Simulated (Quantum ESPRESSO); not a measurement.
## Br under changes of volume

One of the cells (33.988 Å³/atom); the others are scaled copies at fixed shape and fractional positions:

```
Br
1.0
     3.36325   -2.32255    0.00000
     3.36325    2.32255    0.00000
     0.00000    0.00000    8.70230
Br
4
Direct
  0.36510 0.63490 0.39010
  0.13490 0.86510 0.89010
  0.63490 0.36510 0.60990
  0.86510 0.13490 0.10990
```

```yaml
Program: Quantum ESPRESSO 7.5
Functional: PBEsol
Potentials_or_basis: GBRV 1.5 PBEsol
Cutoff: 612 eV
Density_cutoff: 4898 eV
k_mesh: 7 × 7 × 3
Occupations: fermi-dirac, width 0.05 eV
Spin: no spin polarisation
```

```csv
volume (Å³/atom),energy over the lowest point (meV/atom),pressure (GPa),gap on the mesh (eV)
31.949,?,?,?
32.629,7.50,1.5,1.95
33.308,2.41,0.9,1.89
33.988,0.01,0.3,1.83
34.668,0.00,-0.3,1.77
35.348,2.12,-0.7,1.71
36.028,6.13,-1.2,1.65
```

**Question.** What does the run at 31.949 Å³/atom give?

**Answer.** Energy over the lowest point 15.61 meV/atom; pressure 2.3 GPa; gap on the mesh 2.02 eV.

Worked out: A Birch-Murnaghan fit of order 3 (a polynomial in V^(-2/3)) to the other rows has its minimum at 34.33 Å³/atom with B0 = V·E''(V) = 27 GPa and B' = 5.0 at fixed shape and positions, which overstates the stiffness. It gives 15.63 meV/atom at 31.949 Å³/atom, against the run's 15.61, and -dE/dV = 2.3 GPa, against 2.3. A straight line through the other rows of the gap, of slope -3.03 eV per unit of ln V, extrapolates to 2.02 eV, against the run's 2.02.

Energies are extrapolated to zero smearing.

Caveats: an odd mesh through Γ misses points on the zone boundary, where band edges often lie. Spin-orbit coupling on Br is left out.
